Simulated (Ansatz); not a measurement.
Theory: DFT, PBE, plane waves (420 eV) with PAW, scalar-relativistic in Ansatz 0.2.0.

An element in the diamond structure gives this curve. The cell is scaled uniformly from the relaxed one, with fractional coordinates and shape fixed. Energies are extrapolated to zero smearing, pressures are those at the given smearing. Magnetic state: spin not included.

```
V (Å³/atom)  E − E₀ (meV/atom)  P (GPa)
     21.238              156.4    20.56
     22.204               61.9    11.92
     23.169               13.3     5.23
     24.135                0.0     0.05
     25.100               14.2    -3.95
     26.065               49.4    -7.03
     27.031              100.8    -9.38
```

Question: Which element is it?
A. platinum
B. osmium
C. niobium
D. rhenium

Answer: A. Its fit is V₀ = 24.08 Å³/atom, B₀ = 114 GPa, B₀′ = 5.4.
